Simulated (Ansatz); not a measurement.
# Trial inputs on CaS

The reference input for Ansatz (plane-wave DFT with PAW):

```yaml
crystal:
  lattice:
    - [0.0, 2.8523742917, 2.8523742917]
    - [2.8523742917, 0.0, 2.8523742917]
    - [2.8523742917, 2.8523742917, 0.0]
  atoms:
    - { symbol: Ca, position: [0.0, 0.0, 0.0] }
    - { symbol: S, position: [0.5, 0.5, 0.5] }
basis:
  ecutwfc: 420
kpoints:
  mp_grid: { grid: [4, 4, 4] }
hamiltonian:
  xc: pbe
scf:
  occupations: { method: gaussian, width: 0.1 }
output:
  forces: true
  stress: true
  eigenvalues: true
```

Command:

```bash
ansatz run input.yaml --threads 1 --pin off --max-ram 1331MiB --backend cpu --events-out ev --progress --plain --runs-dir out
```

The run converges in 7 SCF iterations on 8 irreducible k-points: pressure 0.31 GPa, gap on the sampled k-points 2.37 eV.

The inputs are trials, many of them unsound on purpose. Their numbers show the effect of the settings and aren't properties of the material. Each trial's input is given as a difference from the reference's; energies are extrapolated to zero smearing where there is one, and pressure is positive in compression. Charged cells sit in a uniform background, and their pressures hang on that convention.

Trial 1:

```diff
 basis:
-  ecutwfc: 420
+  ecutwfc: 430
 kpoints:
-  mp_grid: { grid: [4, 4, 4] }
+  mp_grid: { grid: [3, 5, 1] }
+relax:
+  adjacent_minimum: "off"
+  f_tol: 0.003
+  max_steps: 30
```

How does this run end?

The relaxation ends after 1 step and 6 SCF iterations, 0.00 meV per atom in free energy under its start, at 23.21 Å³/atom: energy 448 meV per atom above the reference, pressure 3.38 GPa, gap on the sampled k-points 2.63 eV. It warns that the SCF threshold is loose for the stress; that the mesh lowers the symmetry.

Trial 2:

```diff
+total_charge: 0.5
 hamiltonian:
-  xc: pbe
+  xc: blyp
 scf:
-  occupations: { method: gaussian, width: 0.1 }
+  occupations: { method: gaussian, width: "0.01 Ry" }
```

What happens?

The run converges in 7 SCF iterations on 8 irreducible k-points: pressure 10.35 GPa (with the neutralising background of the charged cell), no gap.

Trial 3:

```diff
 hamiltonian:
+  dispersion: d3bjatm
 scf:
-  occupations: { method: gaussian, width: 0.1 }
+  occupations: { method: gaussian, width: 0.032 }
```

How does this run end?

The run converges in 7 SCF iterations on 8 irreducible k-points: pressure -1.83 GPa, gap on the sampled k-points 2.37 eV.